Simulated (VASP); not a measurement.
# From VASP inputs to Ansatz: GaP (strained zincblende)

INCAR

```
ISIF = 2
METAGGA = R2SCAN
SIGMA = 0.01
IBRION = -1
NBANDS = 16
LELF = .TRUE.
ISMEAR = 0
NSW = 0
PREC = Accurate
ENCUT = 520
LREAL = .FALSE.
ALGO = Normal
LASPH = .TRUE.
LWAVE = .FALSE.
NELM = 120
LCHARG = .TRUE.
EDIFF = 1E-7
```

KPOINTS

```
KPOINTS created by Atomic Simulation Environment
0
Gamma
8 8 8
0 0 0
```

KPOINTS_OPT

```
special points
7
Reciprocal
0.0000000000 0.0000000000 0.0000000000 1
-0.5000000000 -0.5000000000 0.0000000000 1
-0.3750000000 -0.3750000000 0.2500000000 1
-0.3750000000 0.0000000000 0.3750000000 1
0.0000000000 0.0000000000 0.5000000000 1
-0.5000000000 -0.2500000000 0.2500000000 1
0.0000000000 0.4244790000 0.4244790000 1
```

POSCAR

```
Ga P
 1.0000000000000000
     0.0000000000000000    2.6572643123000002    2.7830825241000001
     2.6572643123000002    0.0000000000000000    2.7830825241000001
     2.6572643123000002    2.6572643123000002    0.0000000000000000
 Ga  P
   1   1
Cartesian
  0.0000000000000000  0.0000000000000000  0.0000000000000000
  1.3286321561500001  1.3286321561500001  1.3915412620500001
```

VASP ran with the recommended PBE PAW datasets (18 valence electrons in the cell).

Task: Write an Ansatz input for this cell and level of theory.

Result: 

```yaml
crystal:
  lattice:
    - [0.0, 2.6572643123, 2.7830825241]
    - [2.6572643123, 0.0, 2.7830825241]
    - [2.6572643123, 2.6572643123, 0.0]
  atoms:
    - { symbol: Ga, position: [0.0, 0.0, 0.0] }
    - { symbol: P, position: [0.25, 0.25, 0.25] }
kpoints:
  mp_grid: { grid: [8, 8, 8] }
  band_path:
    path:
      - [0.0, 0.0, 0.0]
      - [-0.5, -0.5, 0.0]
      - [-0.375, -0.375, 0.25]
      - [-0.375, 0.0, 0.375]
      - [0.0, 0.0, 0.5]
      - [-0.5, -0.25, 0.25]
      - [0.0, 0.424479, 0.424479]
    npoints: 1
hamiltonian:
  xc: r2scan
scf:
  occupations: { method: fixed }
  n_extra_bands: 4
output:
  forces: true
  stress: true
  eigenvalues: true
  write_density: true
  write_potential: true
  elf: true
  volumetric_format: npy
```

Other inputs would serve too.

```json
{"": "gap between bands v and c", "VASP": "1.56 eV", "Ansatz": "1.55 eV"}
{"": "least direct gap", "VASP": "2.49 eV", "Ansatz": "2.51 eV"}
{"": "pressure", "VASP": "2.7 GPa", "Ansatz": "2.8 GPa"}
```

Each program uses its own PAW datasets. VASP's cell holds 18 valence electrons and Ansatz's 18. Ansatz's stress includes a Pulay correction; VASP's doesn't.
